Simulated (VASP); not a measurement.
## TiTe2: relaxation of cell and atoms with PBEsol

Crystal: TiTe2.

```
CELL_PARAMETERS angstrom
3.02557 0.00000 0.00000
0.00000 3.02557 0.00000
0.00000 0.00000 9.30163
ATOMIC_POSITIONS crystal
Ti 0.00000 0.00000 0.00000
Te 0.00000 0.00000 0.29431
Te 0.00000 0.00000 0.70569
```

The cell was built by a generator and needn't be a form met in nature.

* Program: VASP 6.6.1
* Task: relaxation of cell and atoms
* Functional: PBEsol
* Potentials or basis: VASP PAW PBE potentials, release 64 (Ti_sv, Te)
* Cutoff: 600 eV
* k mesh: 9 × 9 × 3
* Occupations: fermi-dirac, width 0.05 eV
* Spin: no spin polarisation
* Further INCAR settings: ALGO = Normal; EDIFF = 1e-07; IBRION = 2; EDIFFG = -0.01; NSW = 60; ISIF = 3

The relaxed volume is 29.09 Å³/atom, the relaxed cell is a = 3.035 Å, b = 3.035 Å, c = 9.477 Å, α = 90.00°, β = 90.00°, γ = 90.00° and the space group after relaxing (to 0.05 Å) is P4/mmm (No. 123). The energy gained by relaxing is 1.8 meV/atom and the ionic steps are 8. The pressure after relaxing is 0.0 GPa and the band gap on the k mesh is none (metal or under the smearing width).

The path:
```csv
step,energy change (eV),largest force (eV/Å),pressure (GPa),volume (Å³)
1,0.0000,0.1049,0.21,85.15
2,-0.0012,0.0628,0.00,85.61
3,-0.0012,0.0649,0.01,85.59
4,-0.0021,0.0617,-0.03,85.78
5,-0.0039,0.0548,-0.14,86.34
6,-0.0049,0.0482,-0.32,87.48
7,-0.0054,0.0087,-0.09,87.32
8,-0.0055,0.0020,-0.03,87.28
```

Final structure:
```cif
data_structure
_symmetry_space_group_name_H-M 'P 1'
_symmetry_Int_Tables_number 1
_cell_length_a 3.0348
_cell_length_b 3.0348
_cell_length_c 9.4765
_cell_angle_alpha 90.000
_cell_angle_beta 90.000
_cell_angle_gamma 90.000
_cell_volume 87.28
loop_
_atom_site_label
_atom_site_type_symbol
_atom_site_fract_x
_atom_site_fract_y
_atom_site_fract_z
_atom_site_occupancy
Ti1 Ti 0.00000 0.00000 0.00000 1
Te1 Te 0.00000 0.00000 0.28758 1
Te2 Te 0.00000 0.00000 0.71242 1
```

Levels at points of the mesh, in eV from the Fermi level:
| k point | band 8 | band 9 | band 10 | band 11 | band 12 | band 13 | band 14 | band 15 | band 16 |
| --- | --- | --- | --- | --- | --- | --- | --- | --- | --- |
| (0.00, 0.00, 0.00) | -3.69 | -2.20 | -0.65 | 1.14 | 1.14 | 1.60 | 2.31 | 2.44 | 2.44 |

Wall time 2.2 min on 1 thread of Intel(R) Xeon(R) 6975P-C (Granite Rapids), on a shared host, peak memory 0.24 GiB.

Caveat: the PAW data sets were made with another functional, which shifts forces and pressure a little; this functional lacks dispersion, which binds the layers, so the pressure and a relaxed spacing across them are unreliable. Spin-orbit coupling is left out, which matters for the levels of Te.
